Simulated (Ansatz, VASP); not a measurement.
## W: VASP beside Ansatz

Contents of INCAR:

```
SYSTEM = W
ALGO = Normal
EDIFF = 1E-6
ENCUT = 520
GGA = PE
ISIF = 2
ISMEAR = 0
LASPH = .True.
LCHARG = .False.
LREAL = .False.
LWAVE = .False.
NBANDS = 13
NELM = 100
PREC = Accurate
SIGMA = 0.1
```

Contents of KPOINTS:

```
k-points
0
Gamma
  18 18 18
  0 0 0
```

The input POSCAR:

```
W
1.0
    0.0000000000      2.1013748000      2.1013748000
    2.1013748000      0.0000000000      2.1013748000
    2.1013748000      2.1013748000      0.0000000000
W
1
Direct
    0.0000000000      0.0000000000      0.0000000000
```

Input for Ansatz:

```yaml
crystal:
  lattice:
    - [0.0, 2.1013748, 2.1013748]
    - [2.1013748, 0.0, 2.1013748]
    - [2.1013748, 2.1013748, 0.0]
  atoms:
    - { symbol: W, position: [0.0, 0.0, 0.0] }
basis:
  ecutwfc: 420
kpoints:
  mp_grid: { grid: [18, 18, 18] }
hamiltonian:
  xc: pbe
scf:
  occupations: { method: gaussian, width: 0.1 }
output:
  forces: true
  stress: true
  eigenvalues: true
```

Alike in both runs: task single point; functional PBE; k mesh 18 × 18 × 18; occupations gaussian, width 0.1 eV; no spin polarisation.

|  | VASP | Ansatz |
| --- | --- | --- |
| version | VASP 6.6.1 | Ansatz 0.2.0 |
| potentials or method | VASP PAW PBE potentials, release 64 (W_sv) | scalar-relativistic, plane waves, PAW |
| plane-wave cutoff (eV) | 520 | 420 |
| valence electrons in the cell | 14 | 14 |

VASP gave:

| Item | Value |
| --- | --- |
| gap on the k mesh at the Fermi level (eV) | none |
| pressure (GPa) | -26.6 |

**Question.** Estimate Ansatz's values.

**Answer.** gap on the k mesh at the Fermi level (eV): none; pressure (GPa): -26.8.

A gap of «none» marks a metal or a gap that the smearing closes. The functional is the same, so the differences come from potentials, cutoffs and numerics.

Caveats: so large a pressure means that the cell lies far from this level's equilibrium, or that cutoff or potentials fall short (VASP). Spin-orbit coupling is left out, which matters for the levels of W.
